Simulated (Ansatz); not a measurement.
Two isomers of C3H6O: A = `CCC=O`, B = `C=C(C)O`.

Isolated molecules relaxed with PBE0-D4/def2-TZVP in Ansatz; ΔE leaves out vibrations. CCSD(T)/CBS adds triple-zeta CCSD(T) − MP2 to the extrapolated MP2 energy (def2 sets, frozen cores). DFT in def2-TZVPP. Each species was taken in one conformer, which may not be the lowest.

A:

Z-matrix (Å, degrees):
```
C
C 1 1.524
H 1 1.091 2 110.8
H 1 1.093 2 111.3 3 119.8
H 1 1.092 2 111.1 3 -120.0
C 2 1.499 1 111.6 3 -175.3
H 2 1.091 1 112.2 3 62.4
H 2 1.098 1 109.4 3 -57.3
O 6 1.200 2 125.2 1 -126.5
H 6 1.115 2 114.5 1 53.2
```

B:

```xyz
10

C     0.1341   -0.8679    1.0297
C    -0.2519   -0.1130    0.0033
C     0.6011    0.8855   -0.6935
O    -1.4937   -0.1587   -0.5459
H    -0.5350   -1.5811    1.4990
H     1.1371   -0.7860    1.4223
H     0.6869    0.6332   -1.7537
H     0.1457    1.8775   -0.6322
H     1.5963    0.9224   -0.2541
H    -2.0205   -0.8118   -0.0748
```

(1) Which isomer does CCSD(T)/CBS put lower? Give the gap. (An estimate is asked.)

(2) Give E(B) − E(A) in kJ/mol with HF/def2-TZVPP, CCSD(T)/def2-TZVPP, BLYP-D4, PBE-D4, CCSD/def2-TZVPP, ωB97M-V, LDA (SPW92). (An estimate is asked.)

(3) Does the order hold for the free energy at 298.15 K (harmonic terms from PBE0-D4)? (Best estimate.)

Largest T1 diagnostic: 0.013.

Answers

(1) Computed: A, by 13.2 kJ/mol.

(2) Computed: HF/def2-TZVPP 25.4, CCSD(T)/def2-TZVPP 17.2, BLYP-D4 16.3, PBE-D4 13.4, CCSD/def2-TZVPP 18.2, ωB97M-V 13.9, LDA (SPW92) -3.1. The order is the other way round with LDA (SPW92).

(3) The calculation gave: Yes: G(B) − G(A) = +16.7 kJ/mol, for one conformer each.

In def2-TZVPP, CCSD(T) changes the Hartree–Fock value by −8.3 kJ/mol (the triples alone add −1.1 kJ/mol) and MP2 by −9.0 kJ/mol. At CCSD(T), def2-SVP lies +18.4 kJ/mol from the extrapolated value and def2-TZVPP +3.9 kJ/mol.
